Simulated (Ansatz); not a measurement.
The calculation used DFT PBE, scalar-relativistic, plane waves, PAW in Ansatz. All cells share a 420 eV cutoff and Γ-centred k meshes spaced at most about 0.3 Å⁻¹ (about 0.25 or finer for metals, 2π included). No spin polarisation.

Each guess is relaxed in cell and atoms at zero pressure, on a coarse mesh first where it starts far from rest and then on a converged one. The steps can't lower the symmetry of the start, but it can rise. Energies are static (0 K, no zero-point motion).

Two unrelaxed guesses for MgTe₄:

A.

```xyz
5
Lattice="5.2529 0.0000 0.0000 0.0000 5.2529 0.0000 0.0000 0.0000 5.2529" Properties=species:S:1:pos:R:3 pbc="T T T"
Mg    0.0000    0.0000    0.0000
Te    2.6265    2.6265    2.6265
Te    0.0000    2.6265    2.6265
Te    2.6265    0.0000    2.6265
Te    2.6265    2.6265    0.0000
```

B.

```xyz
5
Lattice="3.2600 1.8822 5.0592 -3.2600 1.8822 5.0592 0.0000 -3.7644 5.0592" Properties=species:S:1:pos:R:3 pbc="T T T"
Mg    0.0000    0.0000    7.5888
Te    0.0000    1.8822    5.0592
Te   -1.6300   -0.9411    5.0592
Te    1.6300   -0.9411    5.0592
Te    0.0000    0.0000    0.0000
```

**Question.** Which guess leads to the lower structure, and by how much?

**Answer.** B ends lower, by 0.42 eV/atom. A: Pm-3m at 29.0 Å³/atom → Pm-3m at 38.3 Å³/atom; B: R-3m at 37.3 Å³/atom → R-3m at 33.6 Å³/atom. Counting Te atoms around Mg (those within 1.25 times the shortest such distance or 1.15 times the sum of covalent radii, 1.27 where that leaves under three; a plus sign parts nearer from farther groups; the shortest distance is added where it exceeds 1.18 times the sum of covalent radii), the end of A has Mg 12+8 from 4.1 Å and the end of B has Mg 6. The end of A holds Te–Te bonds in all directions (shortest 2.88 Å); in the end of B the shortest Te–Te distance is 3.31 Å, near bonding range too. End of A. Conventional cell: a = 5.762 Å. Mg has 12 Te at 4.07 Å (long against covalent radii, as for large ions); Te on a site of symmetry m-3m has 6 Te at 2.88 Å; around Te on a site of symmetry 4/mmm lie 2 Te at 2.88 Å, 4 Mg at 4.07 Å and 8 Te at 4.07 Å. End of B. Conventional cell: a = 6.615 Å, c = 13.287 Å. Mg is surrounded by 6 Te at 2.92 Å; around Te on a site of symmetry 2/m lie 2 Mg at 2.92 Å and 6 Te at 3.31 Å; around Te on a site of symmetry -3m lie 6 Te at 3.31 Å.

Ends held by symmetry can be saddle points. Neither end is the lowest form computed: that has space group I4/m (No. 87) and lies 84 meV/atom below the better end. These runs have no spin–orbit coupling, which can matter for Te. Some types were kept out of the candidates beforehand, so the set may lack a known form.
